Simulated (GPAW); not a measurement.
Crystal: WS2 (Tungstenite).

```xyz
6
Lattice="3.1800 0.0000 0.0000 -1.5900 2.7540 0.0000 0.0000 0.0000 12.5000" Properties=species:S:1:pos:R:3 pbc="T T T"
W     1.5900    0.9180    9.3750
W     0.0000    1.8360    3.1250
S     1.5900    0.9180    4.6875
S     0.0000    1.8360   10.9375
S     1.5900    0.9180    1.5625
S     0.0000    1.8360    7.8125
```

Base run:

| Property | Result |
| --- | --- |
| Program | GPAW 26.7.0 |
| Functional | PBE |
| Potentials or basis | PAW data sets generated in the run's folder for this functional |
| Cutoff | 600 eV |
| Basis | pw |
| k mesh | 6 × 6 × 2 |
| Occupations | fermi-dirac, width 0.05 eV |
| Spin | no spin polarisation |

Its results: band gap on the k mesh 1.05 eV, indirect (least direct gap 1.73 eV); pressure 2.3 GPa; largest force 0.152 eV/Å.

Q: After a change of settings the same cell gave: band gap on the k mesh 0.97 eV, indirect (least direct gap 1.72 eV); pressure -6.1 GPa; largest force 0.409 eV/Å. Which change was it?
A. functional from PBE to PBEint; spin from no spin polarisation to spin-orbit coupling, no magnetisation
B. potentials or basis from PAW data sets generated in the run's folder for this functional to GPAW PAW data sets (gpaw-data 1.2.1); k mesh from 6 × 6 × 2 to 10 × 10 × 3
C. functional from PBE to LDA; potentials or basis from PAW data sets generated in the run's folder for this functional to the program's PAW data sets (release 1.2.1) made for this functional, newer versions
D. functional from PBE to PBEsol; k mesh from 6 × 6 × 2 to 10 × 10 × 3

A: C.

Caveats: spin-orbit coupling is left out, which moves the levels of the heavy elements; this functional lacks dispersion, which binds the layers, so the pressure and a relaxed spacing across them are unreliable (some runs).

Not every run made on this cell is shown here.
